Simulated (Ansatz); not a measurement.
**Au under changes of volume**

One of the cells (16.855 Å³/atom); the others are scaled copies at fixed shape and fractional positions:

```
Au
1.0
     0.00000    2.03500    2.03500
     2.03500    0.00000    2.03500
     2.03500    2.03500    0.00000
Au
1
Direct
  0.00000 0.00000 0.00000
```

- Program: Ansatz 0.2.0
- Functional: PBE
- Potentials or basis: Ansatz NC
- Cutoff: 1034 eV (not typed: the program's choice for these potentials)
- k mesh: 11 × 11 × 11
- Occupations: fermi-dirac, width 0.05 eV
- Spin: no spin polarisation

```tsv
volume (Å³/atom)	energy over the lowest point (meV/atom)	pressure (GPa)
15.843	147.48	25.5
16.181	99.50	20.0
16.518	?	?
16.855	35.04	10.9
17.192	16.15	7.1
17.529	4.77	3.7
17.866	0.00	0.8
```

What does the run at 16.518 Å³/atom give?

Energy over the lowest point 62.44 meV/atom; pressure 15.2 GPa.

Worked out: A Birch-Murnaghan fit of order 3 (a polynomial in V^(-2/3)) to the other rows has its minimum at 17.96 Å³/atom, just outside them, with B0 = V·E''(V) = 144 GPa and B' = 5.5. It gives 62.48 meV/atom at 16.518 Å³/atom, against the run's 62.44, and -dE/dV = 15.2 GPa, against 15.2.

Energies are extrapolated to zero smearing.
